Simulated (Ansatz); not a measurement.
CuO:

```
Cu O
1.0
     2.55255    0.00000    0.00000
     0.00000    2.55255    0.00000
     0.00000    0.00000    2.55255
Cu O
1 1
Direct
  0.00000 0.00000 0.00000
  0.50000 0.50000 0.50000
```

Measurements of this composition are mostly on another form, of space group No. 15.

- Program: Ansatz 0.2.0
- Task: relaxation of cell and atoms
- Functional: PBE
- Potentials or basis: Ansatz PAW
- Cutoff: 420 eV (not typed: the program's choice for these potentials)
- k mesh: 10 × 10 × 10
- Occupations: fermi-dirac, width 0.05 eV
- Spin: no spin polarisation
- Hubbard terms: Cu d U = 5 eV

At the start: volume 8.32 Å³/atom.

Where does the relaxation end?

It ends after 9 steps and the volume is 9.37 Å³/atom (+12.7 %); space group Pm-3m (No. 221, to 0.05 Å).

The path:
```tsv
step	energy change (eV)	largest force (eV/Å)	volume (Å³)
1	0.0000	0.0000	16.63
2	-0.0919	0.0000	17.49
3	-0.1265	0.0000	18.43
4	-0.1267	0.0000	18.59
5	-0.1266	0.0000	18.61
6	-0.1425	0.0000	18.61
7	-0.1424	0.0000	18.73
8	-0.1424	0.0000	18.74
9	-0.1431	0.0000	18.74
```

Final structure:
```
Cu O
1.0
     2.65626    0.00000    0.00000
     0.00000    2.65626    0.00000
     0.00000    0.00000    2.65626
Cu O
1 1
Direct
  0.00000 0.00000 0.00000
  0.50000 0.50000 0.50000
```

Caveat: the plane-wave basis is chosen anew once the cell has moved, so the energies of steps on either side of that aren't comparable; the pressure holds a Pulay correction of +0.7 GPa for the finite cutoff; an odd number of electrons without spin polarisation forces a metal; a magnetic or distorted state may lie lower; the run has no spin polarisation, though such a crystal can be magnetic; U without spin polarisation on a metal has little footing.
